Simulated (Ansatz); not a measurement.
**Ti: strain energy, fitted**

Ti, P6/mmm, a = 4.568 Å, c = 2.825 Å. This isn't the element's structure at ambient conditions. Ansatz: r2SCAN, PAW, 500 eV, Γ-centred 12×12×18 mesh on 3 atoms, Gaussian smearing 0.10 eV; no spin polarisation. Series: strain along c alone, the other axes held, atoms fixed by symmetry; x is the strain in per cent. y is the free energy over the unstrained cell, V0 = 17.014 Å³/atom.

| x (%) | y (meV/atom) |
| --- | --- |
| -3.0 | 13.63 |
| -2.0 | 5.93 |
| -1.0 | 1.45 |
| 0.0 | 0.00 |
| 1.0 | ? |
| 2.0 | 5.53 |
| 3.0 | 12.16 |

Task: Fit y = c2 x² + c3 x³ to the other rows, turn c2 into a modulus, and predict the missing energy.

Result: Least squares on the rows shown. y = 1.433 x² − 0.02704 x³. In eV per unit strain² c2 is 14.33; this is C33 with relaxed ions (E = ½ C33 V0 ε²): 2 × 14.33 × 160.2 / (17.014) = 270 GPa. At x = 1.0 the fit asked for gives 1.41 meV/atom. The run gave 1.42 meV/atom, so the fit is 0.01 meV/atom too low, within the rms miss on the fitted rows (0.01 meV/atom).